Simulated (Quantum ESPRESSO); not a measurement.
# Voltage at the next charge: graphene, 2 layers, AB stacking against an electrode

**Set-up.** Quantum ESPRESSO 7.5, PBE, GBRV ultrasoft; ESM with bc3, a metal electrode 4.95 Å above the top atoms; cell area 5.265 Å²; ions fixed. V is the potential energy of an electron at the electrode over the slab's Fermi level, divided by e, so that it equals the work function at zero charge; positive charge removes electrons.

| charge (e a cell) | V (V) |
| --- | --- |
| 0 | 4.284 |
| 0.0079 | 5.618 |
| 0.0158 | 6.794 |

One more run was made and is withheld. What is V at a charge of 0.0316 e, and what capacitance do the rows imply?

**Fit.** The last two rows give dV/dq = (6.794 − 5.618)/(0.0158 − 0.0079) = 148.9 V/e, so C = 1602/(5.265 × 148.9) = 2.04 µF/cm², an effective gap of 8.854/2.04 = 4.33 Å. At constant C, V = 6.794 + 148.9 × 0.0158 = 9.15 V.

What the calculation gave: V = 9.178 V; the estimate misses by −0.03 V, 1.4 % of the step. Over the three intervals C goes 1.80, 2.04 and 2.02 µF/cm².

Caveats: Vacuum fills the gap; a dielectric or electrolyte would change C. The slab is thin.
